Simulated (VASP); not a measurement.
# W2C3 (P-4m2) in VASP: density of states with PBE

Aim: the density of states of W2C3 with PBE.

Program: VASP 6.6.1. These are calculated values, not measurements. Logs are shortened: lines on timing, memory, paths and dates and some standing lists are left out, and cuts for length are marked.

### 1 The structure

The structure is tetragonal, space group P-4m2 (No. 115). Conventional cell: a = 2.942 Å, b = 2.942 Å, c = 5.973 Å, α = 90.00°, β = 90.00°, γ = 90.00°. Around W (site symmetry 2mm) lie 7 C at 2.10 to 2.25 Å. C (site symmetry -4m2) is surrounded by 4 W at 2.10 Å. Around C (site symmetry 2mm) lie 5 W at 2.20 to 2.25 Å.

The cell was built by a generator and needn't be a form met in nature.

### 2 Density of states, PBE

POSCAR reads:

```
W2C3                                    
1.0
    2.9415002701      0.0000000000      0.0000000000
    0.0000000000      2.9415002701     -0.0000000000
    0.0000000000      0.0000000000      5.9726751997
  W               C             
     2     3
Direct
     0.5000000000000000    0.0000000000000000    0.2517767059221703
     0.0000000000000000    0.5000000000000000    0.7482232940778297
     0.0000000000000000    0.0000000000000000    0.0000000000000000
     0.5000000000000000    0.0000000000000000    0.6290221967328793
     0.0000000000000000    0.5000000000000000    0.3709778032671207
```

INCAR.step1 reads:

```
SYSTEM = W2C3
PREC = Accurate ; ENCUT = 520
EDIFF = 1E-6 ; ISMEAR = 0
SIGMA = 0.1 ; LREAL = .FALSE.
LASPH = .TRUE. ; NELM = 100
ALGO = Normal ; ISIF = 2
LWAVE = .FALSE. ; LCHARG = .TRUE.
LMAXMIX = 4 ; GGA = PE
NBANDS = 28 ; KPAR = 4
```

KPOINTS.step1 reads:

```
Automatic mesh
0
G
  10 10 6
  0 0 0
```

INCAR.step2 reads:

```
SYSTEM = W2C3
PREC = Accurate ; ENCUT = 520
EDIFF = 1E-6 ; ISMEAR = -5
SIGMA = 0.1 ; LREAL = .FALSE.
LASPH = .TRUE. ; NELM = 100
ALGO = Normal ; ISIF = 2
LWAVE = .FALSE. ; LCHARG = .FALSE.
LMAXMIX = 4 ; GGA = PE
LORBIT = 10 ; NBANDS = 28
KPAR = 4 ; NEDOS = 1001
ICHARG = 11
```

KPOINTS.step2 reads:

```
Automatic mesh
0
G
  15 15 9
  0 0 0
```

Potentials or basis: VASP PAW PBE potentials, release 64 (W_sv, C).

Started as:

```
> cat potpaw_PBE.64/W_sv/POTCAR potpaw_PBE.64/C/POTCAR > POTCAR
> cp INCAR.step1 INCAR
> cp KPOINTS.step1 KPOINTS
> mpirun -np 4 vasp_std > vasp.out
> cp INCAR.step2 INCAR
> cp KPOINTS.step2 KPOINTS
> mpirun -np 4 vasp_std > vasp.out
```

OUTCAR:

```text
SYSTEM = W2C3
   PREC = Accurate
   ENCUT = 520
   EDIFF = 1E-6
   ISMEAR = -5
   LREAL = .FALSE.
   LASPH = .TRUE.
   NELM = 100
   ISIF = 2
   GGA = PE
   LORBIT = 10
   ICHARG = 11

 ion  position               nearest neighbor table
   1  0.500  0.000  0.252-   3 2.10   3 2.10   5 2.20   5 2.20   5 2.20   5 2.20   4 2.25
   2  0.000  0.500  0.748-   3 2.10   3 2.10   4 2.20   4 2.20   4 2.20   4 2.20   5 2.25
   3  0.000  0.000  0.000-   1 2.10   2 2.10   2 2.10   1 2.10
   4  0.500  0.000  0.629-   2 2.20   2 2.20   2 2.20   2 2.20   1 2.25
   5  0.000  0.500  0.371-   1 2.20   1 2.20   1 2.20   1 2.20   2 2.25

  LATTYP: Found a simple tetragonal cell.
 ALAT       =     2.9415002701
 C/A-ratio  =     2.0304860280

  Lattice vectors:

 A1 = (   2.9415002701,   0.0000000000,   0.0000000000)
 A2 = (   0.0000000000,   2.9415002701,   0.0000000000)
 A3 = (   0.0000000000,   0.0000000000,   5.9726751997)

Analysis of symmetry for initial positions (statically):
=====================================================================
 Subroutine PRICEL returns:
 Original cell was already a primitive cell.

 Routine SETGRP: Setting up the symmetry group for a
 simple tetragonal supercell.

 Subroutine GETGRP returns: Found  8 space group operations
 (whereof  8 operations were pure point group operations)
 out of a pool of 16 trial point group operations.

The static configuration has the point symmetry D_2d.

Analysis of symmetry for dynamics (positions and initial velocities):
=====================================================================
 Subroutine PRICEL returns:
 Original cell was already a primitive cell.

 Routine SETGRP: Setting up the symmetry group for a
 simple tetragonal supercell.

 Subroutine GETGRP returns: Found  8 space group operations
 (whereof  8 operations were pure point group operations)
 out of a pool of 16 trial point group operations.

The dynamic configuration has the point symmetry D_2d.

 Subroutine INISYM returns: Found  8 space group operations
 (whereof  8 operations are pure point group operations),
 and found     1 'primitive' translations

----------------------------------------------------------------------------------------

                                     Primitive cell

[... 101 lines left out ...]
   NSW    =      0    number of steps for IOM
   IBRION =     -1    ionic relax: 0-MD 1-quasi-New 2-CG
   NFREE  =      0    steps in history (QN), initial steepest desc. (CG)
   ISIF   =      2    stress and relaxation
   ISYM   =      2    0-nonsym 1-usesym 2-fastsym
   POTIM  = 0.5000    time-step for ionic-motion
   TEBEG  =    0.0;   TEEND  =   0.0 temperature during run
   PSTRESS=    0.0 pullay stress
   NELECT =      40.0000    total number of electrons
   NUPDOWN=      -1.0000    fix difference up-down
   EMIN   =  10.00;   EMAX   =-10.00  energy-range for DOS
   EFERMI =   0.00;   METHOD = LEGACY
   ISMEAR =    -5;   SIGMA  =   0.10  broadening in eV -4-tet -1-fermi 0-gaus
   EFERMI_NEDOS =   21; number of points for ismear=-14 and -15
   IALGO  =     38    algorithm
   IMIX   =      4    mixing-type and parameters
     AMIX     =   0.40;   BMIX     =  1.00
     AMIX_MAG =   1.60;   BMIX_MAG =  1.00
  volume/ion in A,a.u.               =      10.34        69.75
  Fermi-wavevector in a.u.,A,eV,Ry     =   1.503116  2.840478 30.740442  2.259359
  Thomas-Fermi vector in A             =   2.614269
   LORBIT       =     10    0 simple, 1 ext, 2 COOP (PROOUT), +10 PAW based schemes
   GGA     = PE    functional components
   LHFCALC =     F    Hartree Fock is set to
   AEXX    =    0.0000 exact exchange contribution
   IVDW    =     0    specifies the selected vdW correction
   LEPSILON=     F    determine dielectric tensor
   LRPA    =     F    only Hartree local field effects (RPA)
 non-spin polarized calculation
 Fermi weights with tetrahedron method with Bloechl corrections
  energy-cutoff  :      520.00
  volume of cell :       51.68
 maximum number of plane-waves:      1431
 NGX is ok and might be reduce to    24

 number of electron      40.0000008 magnetization

 Free energy of the ion-electron system (eV)
  ---------------------------------------------------
  ext. energy  EPLUGINS =         0.00000000
  ---------------------------------------------------
  free energy    TOTEN  =       -50.15221635 eV

  energy without entropy =      -50.15221635  energy(sigma->0) =      -50.15221635

 E-fermi :   9.5505     XC(G=0): -13.2045

 val. band max:        9.6006103099   @ k =   0.1333   0.1333   0.0000
 cond. band min:       9.5517605671   @ k =   0.1333   0.0000   0.3333
 fundamental gap:     -0.0488497428
 Fermi energy:         9.5504857458

 k-point     1 :       0.0000    0.0000    0.0000
  band No.  band energies     occupation
      1     -64.6496      2.00000
      2     -64.6449      2.00000
      3     -28.9570      2.00000
      4     -28.7939      2.00000
      5     -28.7377      2.00000
      6     -28.7377      2.00000
[... 733 lines left out ...]
     27      16.0386      0.00000
     28      16.4809      0.00000

 [... further k-points ...]
[... 5 lines left out ...]
  --------------------------------------------------------------------------------------
  -------------------------------------------------------------------------------------
  Total       -0.0607823     -0.0607823     -0.0844973      0.0000000      0.0000000      0.0000000
  in kB       -1.8844352     -1.8844352     -2.6196710      0.0000000      0.0000000      0.0000000
  external PRESSURE =      -2.1295138 kB  Pullay stress =       0.0000000 kB

 VOLUME and BASIS-vectors are now :
 -----------------------------------------------------------------------------
  energy-cutoff  :      520.00
  volume of cell :       51.68
      direct lattice vectors                 reciprocal lattice vectors
     2.941500270  0.000000000  0.000000000     0.339962573  0.000000000  0.000000000
     0.000000000  2.941500270  0.000000000     0.000000000  0.339962573  0.000000000
     0.000000000  0.000000000  5.972675200     0.000000000  0.000000000  0.167429161

 POSITION                                       TOTAL-FORCE (eV/Angst)
 -----------------------------------------------------------------------------------
      1.47075      0.00000      1.50378         0.000000      0.000000      0.043887
      0.00000      1.47075      4.46889         0.000000     -0.000000     -0.043887
      0.00000      0.00000      0.00000         0.000000     -0.000000      0.000000
      1.47075      0.00000      3.75695         0.000000     -0.000000     -0.022749
      0.00000      1.47075      2.21573         0.000000     -0.000000      0.022749
 -----------------------------------------------------------------------------------
    total drift:                               -0.000000     -0.000000      0.000000

  FREE ENERGIE OF THE ION-ELECTRON SYSTEM (eV)
  ---------------------------------------------------
  free  energy   TOTEN  =       -50.1522163479 eV

  energy  without entropy=      -50.1522163479  energy(sigma->0) =      -50.15221635

 total charge

# of ion       s       p       d       tot
------------------------------------------
    1        2.368   6.398   3.347  12.112
    2        2.368   6.398   3.347  12.112
    3        0.896   1.534   0.000   2.430
    4        0.877   1.493   0.000   2.369
    5        0.877   1.493   0.000   2.369
--------------------------------------------------
tot          7.386  17.315   6.693  31.393
```

Run time: 70 s. Hardware: 4 MPI ranks of Intel Xeon Platinum 8488C (Sapphire Rapids), shared host; peak memory 0.31 GiB.

Results:

* Valence electrons inside the program's atomic spheres: W 12.11; C 2.43, 2.37

Levels at points of the mesh, in eV from the Fermi level:
```csv
k point,band 18,band 19,band 20,band 21,band 22,band 23
"(0.00, 0.00, 0.00)",-0.69,-0.69,0.71,0.71,2.02,2.16
```

States per cell in windows of 1 eV (zero at the Fermi level; states under -8 eV left out):
```tsv
from (eV)	total	W1_d	W2_d	C4_p	C5_p	C3_p	W1_p
-8.0	0.06	0.01	0.01	0.00	0.00	0.00	0.00
-7.0	2.26	0.30	0.30	0.19	0.19	0.13	0.04
-6.0	1.70	0.25	0.25	0.13	0.13	0.10	0.03
-5.0	2.53	0.43	0.43	0.16	0.16	0.24	0.04
-4.0	3.95	0.75	0.75	0.33	0.33	0.30	0.06
-3.0	3.28	0.61	0.61	0.31	0.31	0.24	0.08
-2.0	2.72	0.47	0.47	0.23	0.23	0.30	0.06
-1.0	2.21	0.35	0.35	0.19	0.19	0.24	0.06
0.0	1.46	0.34	0.34	0.10	0.10	0.12	0.02
1.0	2.09	0.61	0.61	0.08	0.08	0.09	0.04
2.0	1.67	0.44	0.44	0.09	0.09	0.09	0.04
3.0	2.44	0.71	0.71	0.15	0.15	0.07	0.03
4.0	2.67	0.82	0.82	0.13	0.13	0.12	0.03
5.0	2.26	0.58	0.58	0.14	0.14	0.13	0.02
6.0	2.99	0.67	0.67	0.27	0.27	0.17	0.03
7.0	0.67	0.17	0.17	0.06	0.06	0.02	0.00
```

Caveat: tetrahedron occupations give inexact forces and stress in metals. Spin-orbit coupling is left out, which matters for the levels of W.
